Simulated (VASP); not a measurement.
# MgS (Niningerite) (Fm-3m) in VASP: settings compared

The runs below take MgS (Niningerite) through relaxation of cell and atoms, with PBE+D4, PBE+TS, PBE+TS-HI, PBE+MBD, PBE+MBD-FI.

Everything below comes from runs of VASP 6.6.1. Logs are shortened: lines on timing, memory, paths and dates and some standing lists are left out, and cuts for length are marked.

**1. The structure**

The structure is cubic, space group Fm-3m (No. 225). Conventional cell: a = 5.203 Å, b = 5.203 Å, c = 5.203 Å, α = 90.00°, β = 90.00°, γ = 90.00°. Around S (site symmetry m-3m) lie 6 Mg at 2.60 Å. Around Mg (site symmetry m-3m) lie 6 S at 2.60 Å.

**2. Relaxation of cell and atoms, PBE+D4**

Input file INCAR:

```
SYSTEM = MgS
  ALGO = Normal
  EDIFF = 1E-6
  EDIFFG = -0.01
  ENCUT = 600
  GGA = PE
  IBRION = 2
  ISIF = 3
  ISMEAR = -1
  IVDW = 13
  LASPH = .True.
  LCHARG = .False.
  LREAL = .False.
  LWAVE = .False.
  NELM = 100
  NSW = 40
  PREC = Accurate
  SIGMA = 0.05
```

Input file KPOINTS:

```
k-points
0
Gamma
  9 9 9
  0 0 0
```

Input file POSCAR:

```
MgS
1.0
    0.0000000000      2.6016500000      2.6016500000
    2.6016500000      0.0000000000      2.6016500000
    2.6016500000      2.6016500000      0.0000000000
S Mg
1 1
Direct
    0.5000000000      0.5000000000      0.5000000000
    0.0000000000      0.0000000000      0.0000000000
```

Potentials or basis: VASP PAW PBE potentials, release 64 (S, Mg).

Command:

```console
cat potpaw_PBE.64/S/POTCAR potpaw_PBE.64/Mg/POTCAR > POTCAR
mpirun -np 1 vasp_std > vasp.out
```

OUTCAR:

```text
SYSTEM = MgS
   EDIFF = 1E-6
   EDIFFG = -0.01
   ENCUT = 600
   GGA = PE
   IBRION = 2
   ISIF = 3
   ISMEAR = -1
   IVDW = 13
   LASPH = .True.
   LREAL = .False.
   NELM = 100
   NSW = 40
   PREC = Accurate

 ion  position               nearest neighbor table
   1  0.500  0.500  0.500-   2 2.60   2 2.60   2 2.60   2 2.60   2 2.60   2 2.60
   2  0.000  0.000  0.000-   1 2.60   1 2.60   1 2.60   1 2.60   1 2.60   1 2.60

  LATTYP: Found a face centered cubic cell.
 ALAT       =     5.2033000000

  Lattice vectors:

 A1 = (   0.0000000000,   2.6016500000,   2.6016500000)
 A2 = (   2.6016500000,   0.0000000000,   2.6016500000)
 A3 = (   2.6016500000,   2.6016500000,   0.0000000000)

Analysis of symmetry for initial positions (statically):
=====================================================================
 Subroutine PRICEL returns:
 Original cell was already a primitive cell.

 Routine SETGRP: Setting up the symmetry group for a
 face centered cubic supercell.

 Subroutine GETGRP returns: Found 48 space group operations
 (whereof 48 operations were pure point group operations)
 out of a pool of 48 trial point group operations.

The static configuration has the point symmetry O_h .

Analysis of symmetry for dynamics (positions and initial velocities):
=====================================================================
 Subroutine PRICEL returns:
 Original cell was already a primitive cell.

 Routine SETGRP: Setting up the symmetry group for a
 face centered cubic supercell.

 Subroutine GETGRP returns: Found 48 space group operations
 (whereof 48 operations were pure point group operations)
 out of a pool of 48 trial point group operations.

The dynamic configuration has the point symmetry O_h .

 Subroutine INISYM returns: Found 48 space group operations
 (whereof 48 operations are pure point group operations),
 and found     1 'primitive' translations

----------------------------------------------------------------------------------------

                                     Primitive cell

  volume of cell :      35.2190

  direct lattice vectors                    reciprocal lattice vectors
     0.000000000  2.601650000  2.601650000    -0.192185728  0.192185728  0.192185728
     2.601650000  0.000000000  2.601650000     0.192185728 -0.192185728  0.192185728
     2.601650000  2.601650000  0.000000000     0.192185728  0.192185728 -0.192185728

  length of vectors
     3.679288715  3.679288715  3.679288715     0.332875446  0.332875446  0.332875446

  position of ions in fractional coordinates (direct lattice)
     0.500000000  0.500000000  0.500000000
     0.000000000  0.000000000  0.000000000

  ion indices of the primitive-cell ions
   primitive index   ion index
                 1           1
                 2           2

----------------------------------------------------------------------------------------

 KPOINTS: k-points

Automatic generation of k-mesh.
 Grid dimensions read from file:
 generate k-points for:    9    9    9

 Generating k-lattice:

  Cartesian coordinates                     Fractional coordinates (reciprocal lattice)
    -0.021353970  0.021353970  0.021353970     0.111111111  0.000000000  0.000000000
     0.021353970 -0.021353970  0.021353970     0.000000000  0.111111111  0.000000000
     0.021353970  0.021353970 -0.021353970     0.000000000  0.000000000  0.111111111

  Length of vectors
     0.036986161  0.036986161  0.036986161

  Shift w.r.t. Gamma in fractional coordinates (k-lattice)
     0.000000000  0.000000000  0.000000000

 Subroutine IBZKPT returns following result:
 ===========================================

 Found     35 irreducible k-points:

 Following reciprocal coordinates:
            Coordinates               Weight
  0.000000  0.000000  0.000000      1.000000
  0.111111  0.000000  0.000000      8.000000
  0.222222  0.000000  0.000000      8.000000
  0.333333  0.000000  0.000000      8.000000
  0.444444  0.000000  0.000000      8.000000
  0.111111  0.111111  0.000000      6.000000
[... 16 lines left out ...]
 -0.333333  0.333333  0.000000     12.000000
  0.444444  0.444444  0.000000      6.000000
 [... further k-points ...]
   k-points           NKPTS =     35   k-points in BZ     NKDIM =     35   number of bands    NBANDS=      8
   number of dos      NEDOS =    301   number of ions     NIONS =      2
   total plane-waves  NPLWV =  27000
   dimension x,y,z NGX =    30 NGY =   30 NGZ =   30
   dimension x,y,z NGXF=    60 NGYF=   60 NGZF=   60
   ions per type =               1   1
   NGX,Y,Z   is equivalent  to a cutoff of  13.56, 13.56, 13.56 a.u.
   NGXF,Y,Z  is equivalent  to a cutoff of  27.11, 27.11, 27.11 a.u.
 SYSTEM =  MgS
   PREC   = accura    normal or accurate (medium, high low for compatibility)
   ISTART =      0    job   : 0-new  1-cont  2-samecut
   ICHARG =      2    charge: 1-file 2-atom 10-const
   ISPIN  =      1    spin polarized calculation?
   LNONCOLLINEAR =      F non collinear calculations
   LSORBIT =      F    spin-orbit coupling
   LASPH  =      T    aspherical Exc in radial PAW
   ENCUT  =  600.0 eV  44.10 Ry    6.64 a.u.   7.35  7.35  7.35*2*pi/ulx,y,z
   NELM   =    100;   NELMIN=  2; NELMDL= -5     # of ELM steps
   EDIFF  = 0.1E-05   stopping-criterion for ELM
   LREAL  =      F    real-space projection
   EDIFFG = -.1E-01   stopping-criterion for IOM
   NSW    =     40    number of steps for IOM
   IBRION =      2    ionic relax: 0-MD 1-quasi-New 2-CG
   NFREE  =      1    steps in history (QN), initial steepest desc. (CG)
   ISIF   =      3    stress and relaxation
   ISYM   =      2    0-nonsym 1-usesym 2-fastsym
   POTIM  = 0.5000    time-step for ionic-motion
   TEBEG  =    0.0;   TEEND  =   0.0 temperature during run
   PSTRESS=    0.0 pullay stress
   NELECT =       8.0000    total number of electrons
   NUPDOWN=      -1.0000    fix difference up-down
   EMIN   =  10.00;   EMAX   =-10.00  energy-range for DOS
   EFERMI =   0.00;   METHOD = LEGACY
   ISMEAR =    -1;   SIGMA  =   0.05  broadening in eV -4-tet -1-fermi 0-gaus
   EFERMI_NEDOS =   21; number of points for ismear=-14 and -15
   IALGO  =     38    algorithm
   IMIX   =      4    mixing-type and parameters
     AMIX     =   0.40;   BMIX     =  1.00
     AMIX_MAG =   1.60;   BMIX_MAG =  1.00
  volume/ion in A,a.u.               =      17.61       118.83
  Fermi-wavevector in a.u.,A,eV,Ry     =   0.998878  1.887606 13.575323  0.997758
  Thomas-Fermi vector in A             =   2.131131
   LORBIT       =      0    0 simple, 1 ext, 2 COOP (PROOUT), +10 PAW based schemes
   GGA     = PE    functional components
   LHFCALC =     F    Hartree Fock is set to
   AEXX    =    0.0000 exact exchange contribution
   IVDW    =    13    specifies the selected vdW correction
   LEPSILON=     F    determine dielectric tensor
   LRPA    =     F    only Hartree local field effects (RPA)
 conjugate gradient relaxation of ions
 non-spin polarized calculation
  energy-cutoff  :      600.00
  volume of cell :       35.22
 maximum number of plane-waves:      1211
 NGX is ok and might be reduce to    30
   NGX = 15   NGY = 15   NGZ = 15

--------------------------------------- Ionic step        1  -------------------------------------------

 number of electron       7.9999999 magnetization

 Free energy of the ion-electron system (eV)
  ---------------------------------------------------
  ext. energy  EPLUGINS =         0.00000000
  ---------------------------------------------------
  free energy    TOTEN  =        -8.50238691 eV

  energy without entropy =       -8.50238691  energy(sigma->0) =       -8.50238691

------------------------ aborting loop because EDIFF is reached ----------------------------------------

  DFT-D4 for vdW energy calculation

  Edisp (eV):   -0.57966

  FORCE on cell =-STRESS in cart. coord.  units (eV):
  Direction    XX          YY          ZZ          XY          YZ          ZX
  --------------------------------------------------------------------------------------
  -------------------------------------------------------------------------------------
  Total      -0.37257    -0.37257    -0.37257     0.00000     0.00000     0.00000
  in kB     -16.94910   -16.94910   -16.94910     0.00000     0.00000     0.00000
  external pressure =      -16.95 kB  Pullay stress =        0.00 kB
[... 61 lines left out ...]
  energy  without entropy=       -9.0859905194  energy(sigma->0) =       -9.08599052

--------------------------------------- Ionic step        3  -------------------------------------------

 number of electron       8.0000000 magnetization

 Free energy of the ion-electron system (eV)
  ---------------------------------------------------
  ext. energy  EPLUGINS =         0.00000000
  ---------------------------------------------------
  free energy    TOTEN  =        -8.49388775 eV

  energy without entropy =       -8.49388775  energy(sigma->0) =       -8.49388775

 E-fermi :   4.9399     XC(G=0):  -9.7797

 val. band max:        3.9240359231   @ k =   0.0000   0.0000   0.0000
 cond. band min:       6.8783673015   @ k =   0.4444   0.4444   0.0000
 fundamental gap:      2.9543313784
 Fermi energy:         4.9398630840

 k-point     1 :       0.0000    0.0000    0.0000
  band No.  band energies     occupation
      1      -8.8701      2.00000
      2       3.9240      2.00000
      3       3.9240      2.00000
      4       3.9240      2.00000
      5       7.8114      0.00000
      6      11.8638      0.00000
      7      11.8638      0.00000
      8      11.8638      0.00000
[... 243 lines left out ...]
 k-point    24 :       0.4444    0.4444    0.0000
  band No.  band energies     occupation
      1      -7.1888      2.00000
      2      -0.2845      2.00000
      3       2.2315      2.00000
      4       2.2315      2.00000
      5       6.8784      0.00000
      6       8.3151      0.00000
      7      15.7871      0.00000
      8      16.6881      0.00000

 [... further k-points ...]

------------------------ aborting loop because EDIFF is reached ----------------------------------------

  DFT-D4 for vdW energy calculation

  Edisp (eV):   -0.59232

  FORCE on cell =-STRESS in cart. coord.  units (eV):
  Direction    XX          YY          ZZ          XY          YZ          ZX
  --------------------------------------------------------------------------------------
  -------------------------------------------------------------------------------------
  Total       0.00078     0.00078     0.00078     0.00000     0.00000     0.00000
  in kB       0.03621     0.03621     0.03621     0.00000     0.00000     0.00000
  external pressure =        0.04 kB  Pullay stress =        0.00 kB
[... 17 lines left out ...]
  FREE ENERGIE OF THE ION-ELECTRON SYSTEM (eV)
  ---------------------------------------------------
  free  energy   TOTEN  =        -9.0862107728 eV

  energy  without entropy=       -9.0862107728  energy(sigma->0) =       -9.08621077

 reached required accuracy - stopping structural energy minimisation
```

Wall time 23 s (1 thread of Intel Xeon 6975P-C (Granite Rapids), shared host); peak memory 0.16 GiB.

What came out:

* Free energy: -9.0862 eV
* Relaxed volume: 17.23 Å³/atom
* Relaxed cell: a = 3.652 Å, b = 3.652 Å, c = 3.652 Å, α = 60.00°, β = 60.00°, γ = 60.00°
* Space group after relaxing (to 0.05 Å): Fm-3m (No. 225)
* Energy gained by relaxing: 2.1 meV/atom
* Ionic steps: 3
* Pressure after relaxing: 0.0 GPa
* Band gap on the k mesh: 2.95 eV, indirect (least direct gap 3.89 eV)
* Dispersion energy per atom: -0.296 eV

Step by step:
```
step  energy change (eV)  largest force (eV/Å)  pressure (GPa)  volume (Å³)
   1              0.0000                0.0000           -1.69        35.22
   2             -0.0039                0.0000            0.42        34.28
   3             -0.0042                0.0000            0.00        34.45
```

Final structure:
```
S Mg
1.0
     0.00000    2.58258    2.58258
     2.58258    0.00000    2.58258
     2.58258    2.58258    0.00000
S Mg
1 1
Direct
  0.50000 0.50000 0.50000
  0.00000 0.00000 0.00000
```

Caveat: an odd mesh through Γ misses points on the zone boundary, where band edges often lie.

(Part 1 of 2 ends here.)
